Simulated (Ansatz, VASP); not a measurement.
# Ta in VASP and in Ansatz

```
CELL_PARAMETERS angstrom
3.28052 0.00000 0.00000
0.00000 3.28052 0.00000
0.00000 0.00000 23.56104
ATOMIC_POSITIONS crystal
Ta 0.50000 0.50000 0.36077
Ta 0.00000 0.00000 0.43038
Ta 0.50000 0.50000 0.50029
Ta 0.00000 0.00000 0.57102
Ta 0.50000 0.50000 0.63087
```

Alike in both runs: functional PBEsol; k mesh 9 × 9 × 1; occupations gaussian, width 0.1 eV; no spin polarisation.

Ansatz relaxed the structure, and its values are those at the end. VASP's run is a single point on that final structure, the one shown.

```csv
,VASP,Ansatz
version,VASP 6.6.1,Ansatz 0.2.0
potentials or method,"VASP PAW PBE potentials, release 64 (Ta_pv)","scalar-relativistic, plane waves, PAW"
plane-wave cutoff (eV),520,420
valence electrons in the cell,55,65
```

|  | VASP | Ansatz | Ansatz less VASP |
| --- | --- | --- | --- |
| gap on the k mesh at the Fermi level (eV) | none | none | - |
| rms of the force components (eV/Å) | 0.543 | 0.542 | -0.0011 |

A gap of «none» marks a metal or a gap that the smearing closes. With one functional, cell and mesh, what is left measures potentials, basis and numerics. The two sets of potentials don't hold the same shells in valence. Ansatz warned: «xc_potential_rough_in_thin_density».

Caveats: the PAW data sets were made with another functional, which shifts forces and pressure a little (VASP). Spin-orbit coupling is left out, which matters for the levels of Ta.
